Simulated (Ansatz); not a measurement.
# Aluminium, fcc under LDA: testing the Fermi-Dirac smearing

How small must the Fermi-Dirac smearing width be for energy and pressure to settle? The geometry was relaxed under LDA beforehand and stays fixed; 6 values are run, from 0.01 to 1.0 eV. Wanted are the values from which on the energy stays within 10 and 1 meV/atom, and the pressure within 0.5 GPa, of the narrowest run. Within the series other settings stay, but some runs also write fields, which adds to their time. Spin polarisation is left out.

Computed with Ansatz 0.2.0 (DFT LDA, plane waves with PAW, scalar-relativistic, unless a step says otherwise).

### Step 1. Starting point

The structure is cubic, space group Fm-3m (No. 225). The conventional cell has a = 3.983 Å, b = 3.983 Å, c = 3.983 Å, α = 90.00°, β = 90.00°, γ = 90.00°. Al (site symmetry m-3m) has 12 Al at 2.82 Å as nearest neighbours.

Coordinates:

```
CELL_PARAMETERS angstrom
0.00000 1.99161 1.99161
1.99161 0.00000 1.99161
1.99161 1.99161 0.00000
ATOMIC_POSITIONS crystal
Al 0.00000 0.00000 0.00000
```

### Step 2. Run at 0.01 eV

The run at 0.01 eV.

Contents of input.yaml:

```yaml
crystal:
  lattice:
    - [0.0, 1.9916090303, 1.9916090303]
    - [1.9916090303, 0.0, 1.9916090303]
    - [1.9916090303, 1.9916090303, 0.0]
  atoms:
    - { symbol: Al, position: [0.0, 0.0, 0.0] }
hamiltonian:
  xc: lda
  pseudopotentials:
    kind: paw
    azcp:
      Al: "pseudopotentials/Al.paw.azcp"
basis:
  ecutwfc: 420
  fft_grid_basis: typed
kpoints:
  mp_grid: { grid: [14, 14, 14], shift: [0, 0, 0] }
magnetization:
  spin_polarized: false
scf:
  occupations: { method: fermi_dirac, width: 0.01 }
  lower_state_search: "off"
output:
  stress: true
```

Run with:

```
ansatz run input.yaml --threads 2 --pin off --max-ram 5120MiB --backend cpu --events-out ev --progress --plain --runs-dir out
```

Standard output, cut to the lines that bear on the results:

```text
Warning: <dir> the record states the generating functional pbe (its physics header spells it `PBE`), which answers neither for hamiltonian.xc's functional nor for the lda family's — results may be inconsistent (PPs are generated against a specific XC)
Warning: RAYON_NUM_THREADS=2 ignored (pool sized by the plan → 2); use --threads N
[...]
Pseudopotentials: kind: paw
Pseudopotential: Al, paw, valence charge 3, recommended cutoff 420 eV (normal), <dir>
Functional definition: SPW92
[...]
Crystal: 1 atoms, lattice volume = 15.799 Å³
Basis set: ecut = 420 eV, 331 PW (Γ)
Bands: 6, of which v1, the nominal top of the filled ones, is band 2 counted from 1 (1 counted from 0)
Symmetry: 48 space group operations
Space group: Fm-3m (ITA 225), of the structure as read, at distance tolerance 2.5e-5 Å
k-points: 104 of 2744
[...]
SCF iter   1: F=—  HF=-512.871336 eV  |F-HF|=—  |Δ(HF+E_count)|=         —  Δρ=3.29e-3  dr2=1.56e-3  ethr=1.77e-3  ⟨swp⟩=5.1  Hψ=5684  notcnv=0
[...]
SCF iter   6: F=-512.870646 eV  HF=-512.870646 eV  |F-HF|=0.00e0  |Δ(HF+E_count)|=  1.14e-13  Δρ=7.67e-9  dr2=8.44e-15  ethr=1.00e-12  ⟨swp⟩=1.0  Hψ=1451  notcnv=0
[...]
SCF converged after 6 iterations
Free energy (F): -512.870646 eV
[...]
E sigma→0 (E₀):  -512.870584 eV
Entropy (-TS):   -0.000125 eV (-0.125 meV/atom)
Fermi energy:    8.143970 eV
[...]
--- Stress (GPa, compression-positive) ---
       -0.208736       0.000000       0.000000
        0.000000      -0.208736      -0.000000
        0.000000      -0.000000      -0.208736
  P = ⅓ Tr σ = -0.2087 GPa (-2.087 kbar)
```

Run time: 0.53 s. Hardware: 2 threads of Arm Neoverse V1, shared host; peak memory 0.24 GiB.

### Step 3. Run at 0.03 eV

The run at 0.03 eV.

Changes to input.yaml since step 2:

```diff
@@ -21,3 +21,3 @@
 scf:
-  occupations: { method: fermi_dirac, width: 0.01 }
+  occupations: { method: fermi_dirac, width: 0.03 }
   lower_state_search: "off"
```

Run with:

```
ansatz run input.yaml --threads 2 --pin off --max-ram 5120MiB --backend cpu --events-out ev --progress --plain --runs-dir out
```

Standard output, cut to the lines that bear on the results:

```text
Warning: <dir> the record states the generating functional pbe (its physics header spells it `PBE`), which answers neither for hamiltonian.xc's functional nor for the lda family's — results may be inconsistent (PPs are generated against a specific XC)
Warning: RAYON_NUM_THREADS=2 ignored (pool sized by the plan → 2); use --threads N
[...]
[... 3 set-up lines as earlier in the session ...]
[...]
Crystal: 1 atoms, lattice volume = 15.799 Å³
Basis set: ecut = 420 eV, 331 PW (Γ)
Bands: 6, of which v1, the nominal top of the filled ones, is band 2 counted from 1 (1 counted from 0)
[... 2 set-up lines as earlier in the session ...]
k-points: 104 of 2744
[...]
SCF iter   1: F=—  HF=-512.871859 eV  |F-HF|=—  |Δ(HF+E_count)|=         —  Δρ=3.28e-3  dr2=1.55e-3  ethr=1.77e-3  ⟨swp⟩=4.9  Hψ=5661  notcnv=0
[...]
SCF iter   6: F=-512.871169 eV  HF=-512.871169 eV  |F-HF|=3.41e-13  |Δ(HF+E_count)|=  7.96e-13  Δρ=7.70e-9  dr2=8.17e-15  ethr=1.00e-12  ⟨swp⟩=1.0  Hψ=1469  notcnv=0
[...]
SCF converged after 6 iterations
Free energy (F): -512.871169 eV
[...]
E sigma→0 (E₀):  -512.870510 eV
Entropy (-TS):   -0.001318 eV (-1.318 meV/atom)
Fermi energy:    8.151698 eV
[...]
--- Stress (GPa, compression-positive) ---
       -0.222049       0.000000       0.000000
        0.000000      -0.222049       0.000000
        0.000000      -0.000000      -0.222049
  P = ⅓ Tr σ = -0.2220 GPa (-2.220 kbar)
```

Wall time 0.52 s (2 threads of Arm Neoverse V1, shared host); peak memory 0.24 GiB.

### Step 4. Run at 0.2 eV

The run at 0.2 eV.

Changes to input.yaml since step 3:

```diff
@@ -21,3 +21,3 @@
 scf:
-  occupations: { method: fermi_dirac, width: 0.03 }
+  occupations: { method: fermi_dirac, width: 0.2 }
   lower_state_search: "off"
@@ -25 +25,5 @@
   stress: true
+  write_density: true
+  write_potential: true
+  elf: true
+  volumetric_format: npy
```

Run with:

```
ansatz run input.yaml --threads 2 --pin off --max-ram 5120MiB --backend cpu --events-out ev --progress --plain --runs-dir out
```

Standard output, cut to the lines that bear on the results:

```text
Warning: <dir> the record states the generating functional pbe (its physics header spells it `PBE`), which answers neither for hamiltonian.xc's functional nor for the lda family's — results may be inconsistent (PPs are generated against a specific XC)
Warning: RAYON_NUM_THREADS=2 ignored (pool sized by the plan → 2); use --threads N
[...]
[... 3 set-up lines as earlier in the session ...]
[...]
Crystal: 1 atoms, lattice volume = 15.799 Å³
Basis set: ecut = 420 eV, 331 PW (Γ)
Bands: 6, of which v1, the nominal top of the filled ones, is band 2 counted from 1 (1 counted from 0)
[... 2 set-up lines as earlier in the session ...]
k-points: 104 of 2744
[...]
SCF iter   1: F=—  HF=-512.900817 eV  |F-HF|=—  |Δ(HF+E_count)|=         —  Δρ=3.42e-3  dr2=1.72e-3  ethr=1.77e-3  ⟨swp⟩=4.8  Hψ=5208  notcnv=0
[...]
SCF iter   6: F=-512.900051 eV  HF=-512.900051 eV  |F-HF|=1.14e-13  |Δ(HF+E_count)|=  1.48e-12  Δρ=6.23e-9  dr2=5.51e-15  ethr=1.00e-12  ⟨swp⟩=3.6  Hψ=2186  notcnv=0
[...]
SCF converged after 6 iterations
Free energy (F): -512.900051 eV
[...]
E sigma→0 (E₀):  -512.871890 eV
Entropy (-TS):   -0.056323 eV (-56.323 meV/atom)
Fermi energy:    8.186226 eV
[...]
--- Stress (GPa, compression-positive) ---
        0.159303       0.000000      -0.000000
        0.000000       0.159303       0.000000
       -0.000000       0.000000       0.159303
  P = ⅓ Tr σ = 0.1593 GPa (1.593 kbar)
--- Band table (eV; the first three rows and the last of 104) ---
  k-point 0: bands = ["-3.2049", "20.8831", "20.8831", "20.8831", "22.6628", "22.6628"]
[...]
```

Wall time 0.74 s (2 threads of Arm Neoverse V1, shared host); peak memory 0.25 GiB.

### Step 5. Run at 0.3 eV

The run at 0.3 eV.

Changes to input.yaml since step 4:

```diff
@@ -21,3 +21,3 @@
 scf:
-  occupations: { method: fermi_dirac, width: 0.2 }
+  occupations: { method: fermi_dirac, width: 0.3 }
   lower_state_search: "off"
```

Run with:

```
ansatz run input.yaml --threads 2 --pin off --max-ram 5120MiB --backend cpu --events-out ev --progress --plain --runs-dir out
```

Standard output, cut to the lines that bear on the results:

```text
Warning: <dir> the record states the generating functional pbe (its physics header spells it `PBE`), which answers neither for hamiltonian.xc's functional nor for the lda family's — results may be inconsistent (PPs are generated against a specific XC)
Warning: RAYON_NUM_THREADS=2 ignored (pool sized by the plan → 2); use --threads N
[...]
[... 3 set-up lines as earlier in the session ...]
[...]
Crystal: 1 atoms, lattice volume = 15.799 Å³
Basis set: ecut = 420 eV, 331 PW (Γ)
Bands: 6, of which v1, the nominal top of the filled ones, is band 2 counted from 1 (1 counted from 0)
[... 2 set-up lines as earlier in the session ...]
k-points: 104 of 2744
[...]
SCF iter   1: F=—  HF=-512.935060 eV  |F-HF|=—  |Δ(HF+E_count)|=         —  Δρ=3.49e-3  dr2=1.80e-3  ethr=1.77e-3  ⟨swp⟩=4.7  Hψ=5103  notcnv=0
[...]
SCF iter   6: F=-512.934261 eV  HF=-512.934261 eV  |F-HF|=1.14e-13  |Δ(HF+E_count)|=  6.82e-13  Δρ=3.94e-9  dr2=8.05e-16  ethr=1.00e-12  ⟨swp⟩=3.2  Hψ=2150  notcnv=0
[...]
SCF converged after 6 iterations
Free energy (F): -512.934261 eV
[...]
E sigma→0 (E₀):  -512.873913 eV
Entropy (-TS):   -0.120696 eV (-120.696 meV/atom)
Fermi energy:    8.184529 eV
[...]
--- Stress (GPa, compression-positive) ---
        0.447361       0.000000       0.000000
        0.000000       0.447361       0.000000
        0.000000       0.000000       0.447361
  P = ⅓ Tr σ = 0.4474 GPa (4.474 kbar)
--- Band table (eV; the first three rows and the last of 104) ---
  k-point 0: bands = ["-3.2048", "20.8832", "20.8832", "20.8832", "22.6632", "22.6632"]
[...]
```

Wall time 0.66 s (2 threads of Arm Neoverse V1, shared host); peak memory 0.25 GiB.

### Step 6. Run at 0.6 eV

The run at 0.6 eV.

Changes to input.yaml since step 5:

```diff
@@ -21,3 +21,3 @@
 scf:
-  occupations: { method: fermi_dirac, width: 0.3 }
+  occupations: { method: fermi_dirac, width: 0.6 }
   lower_state_search: "off"
@@ -25,5 +25 @@
   stress: true
-  write_density: true
-  write_potential: true
-  elf: true
-  volumetric_format: npy
```

Run with:

```
ansatz run input.yaml --threads 2 --pin off --max-ram 5120MiB --backend cpu --events-out ev --progress --plain --runs-dir out
```

Standard output, cut to the lines that bear on the results:

```text
Warning: <dir> the record states the generating functional pbe (its physics header spells it `PBE`), which answers neither for hamiltonian.xc's functional nor for the lda family's — results may be inconsistent (PPs are generated against a specific XC)
Warning: RAYON_NUM_THREADS=2 ignored (pool sized by the plan → 2); use --threads N
band count auto-derived: 7 (N_el = 3.0; filled up to band 2; 6 by the electrons, moments and atoms)
[...]
[... 3 set-up lines as earlier in the session ...]
[...]
Crystal: 1 atoms, lattice volume = 15.799 Å³
Basis set: ecut = 420 eV, 331 PW (Γ)
Bands: 7, of which v1, the nominal top of the filled ones, is band 2 counted from 1 (1 counted from 0)
[... 2 set-up lines as earlier in the session ...]
k-points: 104 of 2744
[...]
SCF iter   1: F=—  HF=-513.111545 eV  |F-HF|=—  |Δ(HF+E_count)|=         —  Δρ=3.71e-3  dr2=2.01e-3  ethr=1.77e-3  ⟨swp⟩=4.7  Hψ=5421  notcnv=0
[...]
SCF iter   6: F=-513.110675 eV  HF=-513.110675 eV  |F-HF|=1.14e-13  |Δ(HF+E_count)|=  1.36e-12  Δρ=2.90e-8  dr2=9.36e-14  ethr=1.00e-12  ⟨swp⟩=1.0  Hψ=1768  notcnv=0
[...]
SCF converged after 6 iterations
Free energy (F): -513.110675 eV
[...]
E sigma→0 (E₀):  -512.877302 eV
Entropy (-TS):   -0.466745 eV (-466.745 meV/atom)
Fermi energy:    8.160357 eV
[...]
--- Stress (GPa, compression-positive) ---
        1.716792      -0.000000      -0.000000
       -0.000000       1.716792      -0.000000
       -0.000000       0.000000       1.716792
  P = ⅓ Tr σ = 1.7168 GPa (17.168 kbar)
```

Run time: 0.56 s. Hardware: 2 threads of Arm Neoverse V1, shared host; peak memory 0.24 GiB.

### Step 7. Run at 1.0 eV

The run at 1.0 eV.

Changes to input.yaml since step 6:

```diff
@@ -21,3 +21,3 @@
 scf:
-  occupations: { method: fermi_dirac, width: 0.6 }
+  occupations: { method: fermi_dirac, width: 1.0 }
   lower_state_search: "off"
```

Run with:

```
ansatz run input.yaml --threads 2 --pin off --max-ram 5120MiB --backend cpu --events-out ev --progress --plain --runs-dir out
```

Standard output, cut to the lines that bear on the results:

```text
Warning: <dir> the record states the generating functional pbe (its physics header spells it `PBE`), which answers neither for hamiltonian.xc's functional nor for the lda family's — results may be inconsistent (PPs are generated against a specific XC)
Warning: RAYON_NUM_THREADS=2 ignored (pool sized by the plan → 2); use --threads N
band count auto-derived: 8 (N_el = 3.0; filled up to band 2; 6 by the electrons, moments and atoms)
[...]
[... 3 set-up lines as earlier in the session ...]
[...]
Crystal: 1 atoms, lattice volume = 15.799 Å³
Basis set: ecut = 420 eV, 331 PW (Γ)
Bands: 8, of which v1, the nominal top of the filled ones, is band 2 counted from 1 (1 counted from 0)
[... 2 set-up lines as earlier in the session ...]
k-points: 104 of 2744
[...]
SCF iter   1: F=—  HF=-513.526572 eV  |F-HF|=—  |Δ(HF+E_count)|=         —  Δρ=4.16e-3  dr2=2.47e-3  ethr=1.77e-3  ⟨swp⟩=4.8  Hψ=5791  notcnv=0
[...]
SCF iter   6: F=-513.525545 eV  HF=-513.525545 eV  |F-HF|=0.00e0  |Δ(HF+E_count)|=  5.91e-12  Δρ=2.17e-8  dr2=5.95e-14  ethr=1.00e-12  ⟨swp⟩=1.0  Hψ=2106  notcnv=0
[...]
SCF converged after 6 iterations
Free energy (F): -513.525545 eV
[...]
E sigma→0 (E₀):  -512.876868 eV
Entropy (-TS):   -1.297354 eV (-1297.354 meV/atom)
Fermi energy:    8.108691 eV
[...]
--- Stress (GPa, compression-positive) ---
        4.659060      -0.000000       0.000000
        0.000000       4.659060       0.000000
        0.000000       0.000000       4.659060
  P = ⅓ Tr σ = 4.6591 GPa (46.591 kbar)
```

Run time: 0.58 s. Hardware: 2 threads of Arm Neoverse V1, shared host; peak memory 0.24 GiB.

### Step 8. All values side by side

Energies count from the run at 0.01 eV.

```csv
smearing (eV),F (meV/atom),E(σ → 0) (meV/atom),P (GPa),SCF cycles,CPU time
0.01,0.00,0.00,-0.21,6,0.85 s
0.03,-0.52,0.07,-0.22,6,0.84 s
0.2,-29.41,-1.31,0.16,6,1.2 s
0.3,-63.62,-3.33,0.45,6,1.1 s
0.6,-240.03,-6.72,1.72,6,0.91 s
1.0,-654.90,-6.28,4.66,6,0.96 s
```

### Step 9. Outcome

```
                                           quantity                       value
       E(σ → 0) stays within 10 meV/atom of 0.01 eV                up to 1.0 eV
                   E(σ → 0) stays within 1 meV/atom               up to 0.03 eV
                      pressure stays within 0.5 GPa                up to 0.2 eV
                                pressure at 0.01 eV                   -0.21 GPa
energy of a separate run on a finer mesh (22×22×22)  -8.6 meV/atom from 0.01 eV
```

What this shows: At 1.0 eV the energy differs by -6.3 meV/atom and the pressure by +4.9 GPa. The free energy F moves by -654.9 meV/atom over the range, and the estimate for σ → 0 by -6.3. With this scheme F falls about as the square of the width. The mesh (14×14×14) is fixed, so the narrowest widths carry a k-point error of their own. The yardstick itself is unsettled by 8.6 meV/atom against the finer mesh, so the thresholds above hold only within this series, and wider smearing, which averages over more states, can land nearer the fine-mesh value than the narrowest does. The cell taken over is 5 % smaller than the measured one (16.60 Å³/atom, COD).
